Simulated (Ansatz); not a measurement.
Consider the following.

BaSnO3 (cubic perovskite)

```xyz
5
Lattice="4.1762 0.0000 0.0000 0.0000 4.1762 0.0000 0.0000 0.0000 4.1762" Properties=species:S:1:pos:R:3 pbc="T T T"
Ba     0.0000     0.0000     0.0000
Sn     2.0881     2.0881     2.0881
O      0.0000     2.0881     2.0881
O      2.0881     2.0881     0.0000
O      2.0881     0.0000     2.0881
```

The volume is varied about the relaxed value V₀ at fixed cell shape. Symmetry pins the atoms to their sites.

All values below come from PBE (plane waves to 420 eV, PAW, scalar-relativistic; Ansatz, an electronic-structure program). k mesh 8×8×8 (Γ-centred), Fermi-Dirac smearing 0.05 eV. The energy includes the smearing's −TS. Stress and pressure are positive under compression. BaSnO3 was relaxed with its symmetry unable to fall. The PAW data are Ansatz's earlier set. The zero of ΔE is the relaxed starting cell.

The scan covers V/V₀ from 0.900 to 1.100 in 13 points.

Question: What is the fitted pressure derivative B₀′?

Answer: 5.1.

Question: What bulk modulus B₀ follows from a third-order Birch-Murnaghan fit?

Answer: 133 GPa.

(Under strain, the slope of the energy per volume gives the stress and its curvature an elastic modulus.)
